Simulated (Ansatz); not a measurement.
# Ge: the cost of one run

Program: Ansatz 0.2.0. Level of theory: DFT PBE, scalar-relativistic, plane waves, PAW, unless a step names another level. These are calculated values, not measurements.

1 further run of the same task is left out (set aside as unsound or not needed).

### 1 The structure to begin with

Symmetry: Cmce, No. 64, orthorhombic system. Conventional cell: a = 7.042 Å, b = 8.152 Å, c = 7.066 Å, α = 90.00°, β = 90.00°, γ = 90.00°. Ge (site symmetry 1) is surrounded by 4 Ge at 2.49 to 2.52 Å.

Structure file:

```cif
data_structure
_symmetry_space_group_name_H-M 'Cmce'
_symmetry_Int_Tables_number 64
_cell_length_a 7.0418
_cell_length_b 8.1524
_cell_length_c 7.0657
_cell_angle_alpha 90.000
_cell_angle_beta 90.000
_cell_angle_gamma 90.000
_cell_volume 405.62
loop_
_atom_site_label
_atom_site_type_symbol
_atom_site_symmetry_multiplicity
_atom_site_Wyckoff_symbol
_atom_site_fract_x
_atom_site_fract_y
_atom_site_fract_z
_atom_site_occupancy
Ge1 Ge 16 g 0.17881 0.86653 0.41118 1
```

The cell was relaxed beforehand at this level, from a generated guess; it needn't be the stable form of this composition. At a tolerance of 0.05 Å it has space group Cmce (No. 64); it has 25.35 Å³/atom, an uncorrected energy of +0.08 eV/atom over the standard state and, on its mesh, gap none (metal).

### 2 Strained cells: the elastic tensor

File input.yaml:

```yaml
crystal:
  lattice:
    - [3.5222089346, -4.0793160498, 0.0]
    - [3.5222089346, 4.0793160498, 0.0]
    - [0.0, 0.0, 7.0616145345]
  atoms:
    - { symbol: Ge, position: [0.3121812858, 0.0453183361, 0.4112759898] }
    - { symbol: Ge, position: [0.4546816639, 0.1878187142, 0.0887240102] }
    - { symbol: Ge, position: [0.0453183361, 0.3121812858, 0.5887240102] }
    - { symbol: Ge, position: [0.1878187142, 0.4546816639, 0.9112759898] }
    - { symbol: Ge, position: [0.9546816639, 0.6878187142, 0.4112759898] }
    - { symbol: Ge, position: [0.6878187142, 0.9546816639, 0.5887240102] }
    - { symbol: Ge, position: [0.8121812858, 0.5453183361, 0.0887240102] }
    - { symbol: Ge, position: [0.5453183361, 0.8121812858, 0.9112759898] }
basis:
  ecutwfc: 420
kpoints:
  mp_grid: { grid: [8, 8, 6] }
hamiltonian:
  xc: pbe
scf:
  occupations: { method: fermi_dirac, width: 0.15 }
output:
  forces: true
  stress: true
  eigenvalues: true
elastic:
  mode: relaxed_ion
  amplitude: 0.005
  stencil: two_point
```

On the command line:

```
$ ansatz run input.yaml --threads 4 --pin off --max-ram 8192MiB --backend cpu --events-out ev --progress --plain --runs-dir out
```

**Question.** How long does this run take on 4 threads of Arm Neoverse V1, shared host, and how much memory does it need?

About 25 min, with a peak of 2 GiB.
